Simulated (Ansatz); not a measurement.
## Relaxing indium (simple cubic)

These are results of Ansatz 0.2.0, DFT, RPBE, plane waves (420 eV) with PAW, scalar-relativistic, not measurements. (PAW data from PBE, frozen cores regenerated.)

k-point mesh 10×10×10, Fermi-Dirac smearing 0.1 eV, no spin polarisation. Cell and atoms relax.

Starting structure:

```
In
1.0
     3.04506    0.00000    0.00000
     0.00000    3.04506    0.00000
     0.00000    0.00000    3.04506
In
1
Direct
  0.00000 0.00000 0.00000
```

**Question.** What cell does the relaxation end in?

**Answer.** Pm-3m with a = 3.142 Å; 31.03 Å³ per atom against 28.24 at the start (9.9 %).

**Question.** How much energy does the relaxation gain?

**Answer.** 25.8 meV per atom.

Path of the relaxation (the plane waves are chosen anew near the end, which can shift the energy a little):

| step | E − E(final) (meV/atom) | V (Å³/atom) | P (GPa) | max force (eV/Å) |
| --- | --- | --- | --- | --- |
| 0 | 25.82 | 28.235 | 3.26 | 0.000 |
| 1 | 0.98 | 30.651 | 0.35 | 0.000 |
| 2 | 0.66 | 30.968 | 0.06 | 0.000 |
| 3 | 0.66 | 31.032 | 0.00 | 0.000 |
| 4 | 0.00 | 31.032 | -0.01 | 0.000 |
